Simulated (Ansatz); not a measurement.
Input and command of a calculation in Ansatz (plane waves; scalar-relativistic PAW potentials unless the input names others):

```yaml
crystal:
  lattice:
    - [0.0, 3.281518631, 3.281518631]
    - [3.281518631, 0.0, 3.281518631]
    - [3.281518631, 3.281518631, 0.0]
  atoms:
    - { symbol: In, position: [0.0, 0.0, 0.0] }
    - { symbol: Sb, position: [0.75, 0.75, 0.75] }
basis:
  ecutwfc: "14.7 Ry"
kpoints:
  mp_grid: { grid: [12, 12, 12] }
hamiltonian:
  xc: pbesol
  pseudopotentials: { kind: paw, source: jth }
scf:
  occupations: { method: fermi_dirac, width: 0.15 }
output:
  forces: true
  eigenvalues: true
  stress: true
accuracy: low
```

```bash
ansatz run input.yaml --threads 1 --pin off --max-ram 3072MiB --backend cpu --events-out ev --progress --plain --runs-dir out
```

Abridged log:
```
Error: inconsistent input (hamiltonian.pseudopotentials.source, hamiltonian.xc, hamiltonian.pseudopotentials.xc_functional): this build's library has no table of `source: jth` for `kind: paw` and the PBEsol files: it has one for `kind: paw` and the PBE files, or for `kind: paw` and the LDA files. Leave `source` out
```

Apart from outputs and empty bands, the input differs from a reference run on usual settings in hamiltonian.pseudopotentials: not typed → {"kind": "paw", "source": "jth"}; basis.ecutwfc: 420 → "14.7 Ry"; accuracy: not typed → "low". The reference, at the same geometry (not necessarily relaxed), gave pressure -0.79 GPa, largest force 0.000 eV/Å, no gap on the mesh. The program refused this input.